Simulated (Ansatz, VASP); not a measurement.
**Cu: VASP beside Ansatz**

```
Cu
1.0
    -1.46178    1.46178    1.39419
     1.46178   -1.46178    1.39419
     1.46178    1.46178   -1.39419
Cu
1
Direct
  0.00000 0.00000 0.00000
```

Change from the starting cell: volume scaled by 1.04.

Alike in both runs: task single point; functional BLYP; k mesh 10 × 10 × 10; non-collinear spin.

|  | VASP | Ansatz |
| --- | --- | --- |
| version | VASP 6.6.1 | Ansatz 0.2.0 |
| potentials or method | VASP PAW PBE potentials, release 64 (Cu), cutoff 520 eV | all-electron LAPW, scalar-relativistic |
| occupations | methfessel-paxton of order 1, width 0.1 eV | cold, width 0.1 eV |

|  | VASP | Ansatz | Ansatz less VASP |
| --- | --- | --- | --- |
| gap on the k mesh at the Fermi level (eV) | none | none | - |
| pressure (GPa) | 10.1 | 9.3 | -0.84 |
| largest component of the traceless stress (GPa) | 1.85 | 1.99 | +0.147 |
| net moment per atom (μB) | 0.00 | 0.00 | 0.000 |

A gap of «none» marks a metal or a gap that the smearing closes. Ansatz ran all-electron here, so the differences hold the error of VASP's frozen core and of both bases.

Caveats: the PAW data sets were made with another functional, which shifts forces and pressure a little (VASP); the program listed the state as in doubt (Ansatz); the k mesh is thin for a metal, which can move the energy by tens of meV per atom (Ansatz); the starting moments weren't kept (Ansatz).
